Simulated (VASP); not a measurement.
Input of a VASP 6.6.1 run:

Contents of INCAR:

```
SYSTEM = GaN
ALGO     = Normal         ! electronic algorithm
EDIFF    = 1E-6           ! SCF threshold, eV
EDIFFG   = -0.02          ! ionic threshold
ENCUT    = 600            ! plane-wave cutoff, eV
GGA      = CA             ! functional
IBRION   = 2              ! ionic algorithm
ISIF     = 3              ! what is computed and relaxed
ISMEAR   = -1             ! smearing method
LASPH    = .True.         ! aspherical terms in the spheres
LCHARG   = .False.        ! write CHGCAR
LREAL    = .False.        ! projectors in reciprocal space
LWAVE    = .False.        ! write WAVECAR
NELM     = 60             ! most SCF steps
NSW      = 60             ! ionic steps
PREC     = Accurate       ! precision mode
SIGMA    = 0.05           ! smearing width, eV
```

Contents of KPOINTS:

```
k-points
0
Gamma
  8 8 8
  0 0 0
```

Contents of POSCAR:

```
GaN
1.0
    0.0000000000      2.2500000000      2.2500000000
    2.2500000000      0.0000000000      2.2500000000
    2.2500000000      2.2500000000      0.0000000000
Ga N
1 1
Direct
    0.0000000000      0.0000000000      0.0000000000
    0.2500000000      0.2500000000      0.2500000000
```

Potentials or basis: VASP PAW LDA potentials, release 64 (Ga_d, N).

Run with:

```console
$ cat potpaw_LDA.64/Ga_d/POTCAR potpaw_LDA.64/N/POTCAR > POTCAR
$ mpirun -np 1 vasp_std > vasp.out
```

(1) Estimate the space group after relaxing (to 0.05 Å).

(2) Predict the relaxed volume.

(3) Predict the band gap on the k mesh.

(4) What does it give for the relaxed cell?

## Answers

(1) F-43m (No. 216).

(2) 11.10 Å³/atom.

(3) 1.95 eV, direct.

(4) a = 3.155 Å, b = 3.155 Å, c = 3.155 Å, α = 60.00°, β = 60.00°, γ = 60.00°.
